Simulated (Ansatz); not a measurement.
C: ideal fracture toughness from elastic constants and surface energies

Plane-wave DFT in Ansatz with scalar-relativistic PAW potentials. The crystal relaxes under PBE to P6_3/mmc with a = 2.512 Å, c = 4.180 Å, 5.71 Å³/atom. No spin polarisation.

Elastic constants with relaxed ions (PBE, cell P6_3/mmc with a = 2.512 Å, c = 4.180 Å, 420 eV, 12×12×6 k points) give Hill averages B = 433 GPa, G = 523 GPa, E = 1119 GPa and ν = 0.069. Slabs with like faces (PBEsol) give, in J/m²:
```csv
"face, outer plane",planes,as cut,relaxed
(102) C,23,8.29,6.72
(001) C,14,7.91,6.40
```

Q: Estimate the Griffith toughness for cleavage on the cheapest of these faces, and the stress that breaks a crystal with an inner crack of half-length 1 μm.

A: The cheapest face computed is (001) C, γ = 6.40 J/m². A crack makes two faces, so G_c = 2γ = 12.79 J/m². In plane strain K_Ic = √(2γE/(1 − ν²)) = 3.79 MPa √m (4.22 with the unrelaxed γ). With σ_f = K_Ic/√(πa) and a = 1 μm the crystal breaks at 2140 MPa. The estimate takes isotropic averages for a single crystal and only the faces computed, and it counts no plastic work. Pugh's ratio G/B = 1.21 is above 0.65, on the brittle side, where Griffith's value is a fair lower bound.